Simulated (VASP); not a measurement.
Wanted: the native input for a VASP 6.6.1 run.

```yaml
Task: optical spectrum
Functional: PBE
Dispersion: D2
Potentials_or_basis: VASP PAW PBE potentials, release 64 (Cd_GW)
Cutoff: 550 eV
k_mesh: 10 × 10 × 10
Occupations: methfessel-paxton, width 0.2 eV
Spin: no spin polarisation
Further_INCAR_settings: ALGO = Fast; EDIFF = 1e-07; NBANDS = 38; NELMDL = -12
```

The structure of Cd lies in POSCAR:

```
Cd
3.1369
    0.000000000000      0.707115225222      0.707115225222
    0.707115225222      0.000000000000      0.707115225222
    0.707115225222      0.707115225222      0.000000000000
Cd
1
Direct
    0.0000000000      0.0000000000      0.0000000000
```

This isn't the form of Cd at room conditions, which is hcp.

One way to write it, as run:

INCAR

```
SYSTEM = Cd
PREC     = Accurate       ! precision mode
ENCUT    = 550            ! plane-wave cutoff, eV
EDIFF    = 1E-7           ! SCF threshold, eV
ISMEAR   = 1              ! smearing method
SIGMA    = 0.2            ! smearing width, eV
LREAL    = .FALSE.        ! projectors in reciprocal space
LASPH    = .TRUE.         ! aspherical terms in the spheres
NELM     = 60             ! most SCF steps
ALGO     = Fast           ! electronic algorithm
ISIF     = 2              ! what is computed and relaxed
LWAVE    = .FALSE.        ! write WAVECAR
LCHARG   = .FALSE.        ! write CHGCAR
GGA      = PE             ! functional
IVDW     = 1              ! dispersion correction
LOPTICS  = .TRUE.         ! frequency-dependent dielectric function
NBANDS   = 38             ! bands
NEDOS    = 2000           ! points of the DOS
CSHIFT   = 0.05         
NELMDL   = -12
```

KPOINTS

```
Automatic mesh
0
G
  10 10 10
  0 0 0
```

Potentials or basis: VASP PAW PBE potentials, release 64 (Cd_GW).

Run with:

```bash
$ cat potpaw_PBE.64/Cd_GW/POTCAR > POTCAR
$ mpirun -np 1 vasp_std > vasp.out
```

Results of the run:

```json
{"Pressure": "5.1 GPa", "Band gap on the k mesh": "none (metal or under the smearing width)", "Dispersion energy per atom": "-0.606 eV"}
```

Caveat: atom-pairwise D2, TS and ULG terms overbind metals; spectra need much finer meshes, so this one isn't converged; independent-particle spectra lack excitons; the intraband (Drude) part of a metal's response may be missing; pairwise dispersion overbinds metals, which lowers pressure and volume.

Wall time 39 s on 1 thread of Intel(R) Xeon(R) Platinum 8259CL CPU @ 2.50GHz (Skylake/Cascade Lake), with other jobs on the host, peak memory 0.19 GiB.
